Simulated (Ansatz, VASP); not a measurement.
**Ir: VASP beside Ansatz**

```
Ir
1.0
     2.71011    0.00000    0.00000
    -1.35505    2.34702    0.00000
     0.00000    0.00000    4.32842
Ir
2
Cartesian
  1.3551 0.7823 3.2463
  0.0000 1.5647 1.0821
```

Change from the starting cell: strain -0.015 along x and y, -0.030 along z, atoms carried along.

Alike in both runs: task single point; functional PBEsol; k mesh 18 × 18 × 12; occupations gaussian, width 0.15 eV; no spin polarisation.

|  | VASP | Ansatz |
| --- | --- | --- |
| version | VASP 6.6.1 | Ansatz 0.2.0 |
| potentials or method | VASP PAW PBE potentials, release 64 (Ir) | scalar-relativistic, plane waves, PAW |
| plane-wave cutoff (eV) | 520 | 420 |
| valence electrons in the cell | 18 | 34 |

VASP gave:

```
gap on the k mesh at the Fermi level (eV)       : none
pressure (GPa)                                  : 11.5
largest component of the traceless stress (GPa) : 4.91
```

**Question.** Estimate Ansatz's values.

**Answer.** gap on the k mesh at the Fermi level (eV): none; pressure (GPa): 10.4; largest component of the traceless stress (GPa): 4.85.

A gap of «none» marks a metal or a gap that the smearing closes. The two sets of potentials don't hold the same shells in valence.

Caveats: the PAW data sets were made with another functional, which shifts forces and pressure a little (VASP). Spin-orbit coupling is left out, which matters for the levels of Ir.
